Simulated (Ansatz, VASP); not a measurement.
**One calculation of Ga, two programs**

File INCAR:

```
  ALGO = Fast
  EDIFF = 1E-6
  ENCUT = 520
  GGA = PE
  ISIF = 2
  ISMEAR = -1
  LASPH = T
  LCHARG = F
  LREAL = F
  LWAVE = F
  NBANDS = 20
  NELM = 60
  PREC = Accurate
  SIGMA = 0.05
```

File KPOINTS:

```
k-points
0
Gamma
  10 8 7
```

POSCAR

```
Ga
1.0
    2.8339905266      0.0000000000      0.0000000000
    0.0000000000      3.2816087900      0.0000000000
   -1.3702997206      0.0000000000      3.9902731763
Ga
2
Direct
    0.1345962700      0.7500000000      0.7701668300
    0.8654037300      0.2500000000      0.2298331700
```

The input input.yaml:

```yaml
crystal:
  lattice:
    - [2.8339905266, 0.0, 0.0]
    - [0.0, 3.28160879, 0.0]
    - [-1.3702997206, 0.0, 3.9902731763]
  atoms:
    - { symbol: Ga, position: [0.13459627, 0.75, 0.77016683] }
    - { symbol: Ga, position: [0.86540373, 0.25, 0.22983317] }
kpoints:
  mp_grid: { grid: [10, 8, 7] }
scf:
  occupations: { method: fermi_dirac, width: 0.05 }
hamiltonian:
  xc: pbe
  pseudopotentials: { kind: all_electron, lapw: { basis_error: 0.001 } }
output:
  forces: true
  stress: true
  eigenvalues: true
```

Change from the starting cell: strain = 0.02.

Alike in both runs: task single point; functional PBE; k mesh 10 × 8 × 7; occupations fermi-dirac, width 0.05 eV; no spin polarisation.

|  | VASP | Ansatz |
| --- | --- | --- |
| version | VASP 6.6.1 | Ansatz 0.2.0 |
| potentials or method | VASP PAW PBE potentials, release 64 (Ga_d) | all-electron LAPW, scalar-relativistic |
| plane-wave cutoff (eV) | 520 | see its input |

VASP gave:

```
gap on the k mesh at the Fermi level (eV)       : none
pressure (GPa)                                  : 2.1
largest component of the traceless stress (GPa) : 1.00
rms of the force components (eV/Å)              : 0.008
```

Task: What did Ansatz give for the same quantities?

Result: gap on the k mesh at the Fermi level (eV): none; pressure (GPa): 1.9; largest component of the traceless stress (GPa): 0.98; rms of the force components (eV/Å): 0.009.

Atom by atom the forces differ by 0.001 eV/Å (rms over components). A gap of «none» marks a metal or a gap that the smearing closes. Ansatz ran all-electron here, so the differences hold the error of VASP's frozen core and of both bases.
